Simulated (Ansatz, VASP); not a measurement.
## TiO2 (Anatase): VASP beside Ansatz

Wanted: the spread between two codes on one cell, functional and k mesh. Other levels of theory on this material are compared in a session of their own.

Method: plane waves, with VASP 6.6.1 beside it; band structure at r2SCAN, in Ansatz 0.2.0.

## Step 1: Starting point

Symmetry: I4_1/amd, No. 141, tetragonal system. Conventional cell: a = 3.784 Å, b = 3.784 Å, c = 9.515 Å, α = 90.00°, β = 90.00°, γ = 90.00°. Nearest to Ti lie 6 O at 1.93 to 1.98 Å. Nearest to O lie 3 Ti at 1.93 to 1.98 Å. Farther neighbours and most contacts between anions are not listed.

Coordinates:

```cif
data_structure
_symmetry_space_group_name_H-M 'P 1'
_symmetry_Int_Tables_number 1
_cell_length_a 5.4582
_cell_length_b 5.4582
_cell_length_c 5.4582
_cell_angle_alpha 139.435
_cell_angle_beta 139.435
_cell_angle_gamma 58.713
_cell_volume 68.13
loop_
_atom_site_label
_atom_site_type_symbol
_atom_site_fract_x
_atom_site_fract_y
_atom_site_fract_z
_atom_site_occupancy
Ti1 Ti 0.00000 0.00000 0.00000 1
Ti2 Ti 0.75000 0.25000 0.50000 1
O3 O 0.20810 0.20810 0.00000 1
O4 O 0.95810 0.45810 0.50000 1
O5 O 0.54190 0.04190 0.50000 1
O6 O 0.79190 0.79190 0.00000 1
```

## Step 2: Ansatz: band structure, r2SCAN

Ansatz runs on its default PAW (the set named soft_2) files.

The same path points are solved in both programs, so levels can be compared one by one.

File input.yaml:

```yaml
crystal:
  lattice:
    - [-1.8921, 1.8921, 4.7573]
    - [1.8921, -1.8921, 4.7573]
    - [1.8921, 1.8921, -4.7573]
  atoms:
    - { symbol: Ti, position: [0.0, 0.0, 0.0] }
    - { symbol: Ti, position: [0.75, 0.25, 0.5] }
    - { symbol: O, position: [0.2081, 0.2081, 0.0] }
    - { symbol: O, position: [0.9581, 0.4581, 0.5] }
    - { symbol: O, position: [0.5419, 0.0419, 0.5] }
    - { symbol: O, position: [0.7919, 0.7919, 0.0] }
hamiltonian:
  xc: r2scan
  pseudopotentials: { kind: paw }
kpoints:
  mp_grid: { grid: [5, 5, 5] }
  band_path:
    path:
      - [0.0, 0.0, 0.0]
      - [0.0, 0.0, 0.2]
      - [0.0, 0.0, 0.4]
      - [0.0, 0.0, 0.43333]
      - [-0.01055, 0.01055, 0.5]
      - [-0.04218, 0.04218, 0.5]
      - [-0.07382, 0.07382, 0.5]
      - [-0.13521, 0.13521, 0.44388]
      - [-0.2194, 0.2194, 0.3597]
      - [-0.28955, 0.28955, 0.28955]
      - [-0.17373, 0.17373, 0.17373]
      - [-0.05791, 0.05791, 0.05791]
      - [0.06667, 0.06667, -0.06667]
      - [0.26667, 0.26667, -0.26667]
      - [0.46667, 0.46667, -0.46667]
      - [0.44388, 0.55612, -0.44388]
      - [0.3597, 0.6403, -0.3597]
      - [0.28955, 0.71045, -0.28955]
      - [0.17373, 0.62627, -0.17373]
      - [0.05791, 0.54209, -0.05791]
      - [0.03333, 0.46667, 0.03333]
      - [0.13333, 0.36667, 0.13333]
      - [0.23333, 0.26667, 0.23333]
      - [0.31667, 0.31667, 0.16224]
      - [0.41667, 0.41667, 0.0306]
      - [0.5, 0.5, -0.07909]
      - [0.5, 0.5, -0.24746]
      - [0.5, 0.5, -0.41582]
      - [0.03333, 0.03333, 0.46667]
      - [0.13333, 0.13333, 0.36667]
      - [0.25, 0.25, 0.25]
    npoints: 1
scf:
  occupations: { method: gaussian, width: 0.02 }
  n_extra_bands: 9
output:
  forces: true
  stress: true
  eigenvalues: true
```

The run is started by

```sh
> ansatz run input.yaml --threads 4 --pin off --max-ram 9216MiB --backend cpu --events-out ev --progress --plain --runs-dir out
```

Numbers of over 12 decimals in the logs are rounded to 6 here.

The program printed:

```text
basis.fft_grid_basis auto: the FFT boxes are laid along the combinations [[1, 0, 1], [0, 1, 1], [0, 0, 1]] of the cell's own vectors, 3.784, 3.784 and 5.458 Å long. The dense box has 30×30×40 points. Along the cell's own vectors, as sized, it would have 40×40×40, 1.78 times as many. Of the 16 symmetry operations that the crystal satisfies within crystal.symmetry.tolerance (time reversal apart; of a slab, those that k [...]
scf.n_extra_bands = 9 over 24 filled bands (N_el = 48.0): the run solves 33 bands
Engine: ansatz 0.2.0, aarch64-unknown-linux-gnu
Pseudopotentials: kind: paw
Pseudopotential: Ti, paw, valence charge 12, recommended cutoff 500 eV (meta_gga), Ti.paw.azcp
Pseudopotential: O, paw, valence charge 6, recommended cutoff 500 eV (meta_gga), O.paw.azcp
Functional definition: r2SCAN
  parameter k0 = 0.174
  parameter k1 = 0.065
  parameter a1 = 4.9479
  exchange = r2scan_x(k0 = k0, k1 = k1, a1 = a1)
  correlation = r2scan_c
Crystal: 6 atoms, lattice volume = 68.125 Å³
Basis set: ecut = 500 eV, 1693 PW (Γ), FFT grids on a1+a3, a2+a3, a3, exchange–correlation on 120×120×160 points (64 copies of the dense FFT grid, shifted against one another)
Bands: 33, of which v1, the nominal top of the filled ones, is band 24 counted from 1 (23 counted from 0)
Symmetry: 16 space group operations
Space group: I41/amd (ITA 141), of the structure as read, at distance tolerance 4.1e-5 Å
k-points: 18 of 125
Non-local potential: Ti, projectors of the file, l = 0: 3, l = 1: 2, l = 2: 3, l = 3: 1
Non-local potential: O, projectors of the file, l = 0: 2, l = 1: 2, l = 2: 1
PAW form: soft (Blöchl's): semilocal exchange-correlation on the pseudo side does not see the compensation charge
PAW frozen core: Ti, regenerated for the run's functional (the file was generated under x = pbe(κ = 0.804, μ = 0.219515), c = pbe(β = 0.066725))
PAW frozen core: O, regenerated for the run's functional (the file was generated under x = pbe(κ = 0.804, μ = 0.219515), c = pbe(β = 0.066725))
PAW one-centre angular grid: Ti, 590 points (default); XC on 160 Gauss nodes
PAW one-centre angular grid: O, 302 points (default); XC on 160 Gauss nodes
Initial density: superposition of atomic densities (neutral atoms: chi_scale 0, normalization atom), corrected by the library's trained network
Initial wavefunctions: pseudopotential atomic-orbital guess
Functional: x = r2scan, c = r2scan; τ floored in thin density (d = 2e-4 eV/Å³)
SCF iter   1: F=—  HF=-7292.638287 eV  |F-HF|=—  |Δ(HF+E_count)|=         —  Δρ=2.71e-2  dr2=5.83e-1  dr2_τ=3.98e-1  ethr=1.77e-3  ⟨swp⟩=6.2  Hψ=2467  notcnv=0
preconditioner: auto → none  [insulator: Δε(μ)=3.039 eV  Ē_g=11.652 eV  σ=0.020 eV  W_gap=1.00  n_scr=14 (ndim 8)  ℏωp=25.4 eV  f_vac=0.101  D(μ)=0.00/eV (n_scr^D=0)  ε∞_Penn≈5.8]
SCF iter   2: F=—  HF=-7292.822186 eV  |F-HF|=—  |Δ(HF+E_count)|=   1.84e-1  Δρ=3.64e-2  dr2=8.51e-1  dr2_τ=1.02e-1  ethr=1.21e-3  ⟨swp⟩=3.0  Hψ=1309  notcnv=0  defer=51
SCF iter   3: F=—  HF=-7292.659846 eV  |F-HF|=—  |Δ(HF+E_count)|=   1.62e-1  Δρ=6.46e-3  dr2=1.15e-2  dr2_τ=1.32e-3  ethr=1.21e-3  ⟨swp⟩=2.0  Hψ=869  notcnv=0  defer=51
SCF iter   4: F=—  HF=-7292.661444 eV  |F-HF|=—  |Δ(HF+E_count)|=   1.60e-3  Δρ=1.81e-3  dr2=2.58e-3  dr2_τ=2.10e-4  ethr=2.40e-5  ⟨swp⟩=2.2  Hψ=924  notcnv=0  defer=51
SCF iter   5: F=—  HF=-7292.660988 eV  |F-HF|=—  |Δ(HF+E_count)|=   4.56e-4  Δρ=2.43e-4  dr2=1.04e-5  dr2_τ=3.40e-6  ethr=5.37e-6  ⟨swp⟩=2.0  Hψ=876  notcnv=0  defer=51
SCF iter   6: F=—  HF=-7292.661001 eV  |F-HF|=—  |Δ(HF+E_count)|=   1.38e-5  Δρ=5.19e-5  dr2=1.20e-6  dr2_τ=1.41e-7  ethr=2.16e-8  ⟨swp⟩=2.1  Hψ=978  notcnv=0  defer=51
SCF iter   7: F=—  HF=-7292.661002 eV  |F-HF|=—  |Δ(HF+E_count)|=   1.08e-7  Δρ=2.50e-5  dr2=5.76e-7  dr2_τ=1.53e-8  ethr=2.49e-9  ⟨swp⟩=1.9  Hψ=835  notcnv=0  defer=51
SCF iter   8: F=-7292.661001 eV  HF=-7292.661001 eV  |F-HF|=4.09e-11  |Δ(HF+E_count)|=   1.00e-7  Δρ=8.93e-7  dr2=1.78e-10  dr2_τ=8.40e-11  ethr=2.08e-10  ⟨swp⟩=7.8  Hψ=2502  notcnv=0
SCF 1 converged in 8 iterations: F = -7292.661001 eV  dr2 = 1.78e-10
  greatest PAW one-centre occupation: 1.000 electrons in one spin orbital (limit 2), on the Ti atom at site 1 (counted from 0), in its partial waves of l = 0
NSCF: frozen V_eff on 31 k-points
SCF converged after 8 iterations
Free energy (F): -7292.661001 eV
Harris-Foulkes:  -7292.661001 eV  (|F-HF|=4.09e-11)
Internal energy: -7292.661001 eV  (E = F + TS)
E sigma→0 (E₀):  -7292.661001 eV
Fermi energy:    8.213385 eV
--- Per-component energies (eV) ---
  E_band       = -505.834033
  E_kinetic    = 1252.061701
  E_local      = -3562.890131  (includes V_loc(G=0)·N_el)
  E_nonlocal   = 191.966413
  E_hartree    = 1379.498635
  E_xc         = -482.804962
  E_vxc        = -693.436290  (∫ρ·V_xc dr)
  E_paw        = -2747.667083  (= ΣΔE_a)
  E_vpaw       = -498.394962  (= ΣTr[D̂ρ^β])
  E_aug_tail   = 0.004655  (compensation charges beyond the density's cutoff)
  E_vtau       = 45.857537  (kinetic-family band-sum trace: ∫τ·v_τ [+ j·A + Jᵃ·Aᵃ] dr)
  E_ewald      = -3322.195552
  E_core_change = -0.634678  (= ΣΔE_core)
  E_smearing   = -0.000000  (= −TS)
  E_closure    = 0.000000  (closes the sum)
  Σ components = -7292.661001   (vs F -7292.661001, Δ=0.00e0)
--- Forces (eV/Å), atoms counted from 1 ---
  atom   1  Ti     0.00000000     0.00000000     0.00000000
  atom   2  Ti    -0.00000000     0.00000000    -0.00000000
  atom   3  O      0.00000000     0.00000000     0.00637725
  atom   4  O     -0.00000000     0.00000000     0.00637725
  atom   5  O     -0.00000000     0.00000000    -0.00637725
  atom   6  O      0.00000000     0.00000000    -0.00637725
  max |Σ_I F_I| component: 7.83e-18 eV/Å
--- Stress (GPa, compression-positive) ---
        0.227497      -0.000000       0.000000
       -0.000000       0.227497       0.000000
        0.000000      -0.000000       1.102103
  P = ⅓ Tr σ = 0.5190 GPa (5.190 kbar)
--- Band table (eV; the first three rows and the last of 18) ---
  k-point 0: bands = [... 20 lower, 6.1921, 6.1921, 6.4755, 6.4755, 9.4720, 10.2109, 11.3643, 11.3643, ... 5 higher]
  k-point 1: bands = [... 20 lower, 5.3497, 5.8116, 6.3313, 6.6985, 10.3188, 10.4995, 10.6550, 11.0099, ... 5 higher]
  k-point 2: bands = [... 20 lower, 4.5839, 5.5603, 6.6501, 6.9545, 10.5251, 10.8213, 10.8988, 11.2202, ... 5 higher]
  k-point 17: bands = [... 20 lower, 5.6131, 6.2007, 6.3654, 6.4322, 10.0670, 10.4920, 10.7730, 10.9000, ... 5 higher]
```

It took 3.3 s on 4 threads of Arm Neoverse V1, shared host; peak memory 0.53 GiB; 12 s of CPU time.

Reading the cycles: dr2 is the Hartree energy of the density residual (eV), the measure of convergence; HF is the Harris–Foulkes estimate of the energy, which meets the free energy F at convergence.

(Continued in part 2 of 2.)

[Lines on the potential files, build, host, timing and source positions are cut from VASP's logs without a mark.]

[Logs are printed without paths, hosts, clocks, repeated set-up lines and the standing remarks that a program may print on its own settings, such as how far it seeks lower states.]

[Hosts, paths, dates, database ids (printed as entryN), source tags and the programs' standing remarks are cut or masked in the printed files.]
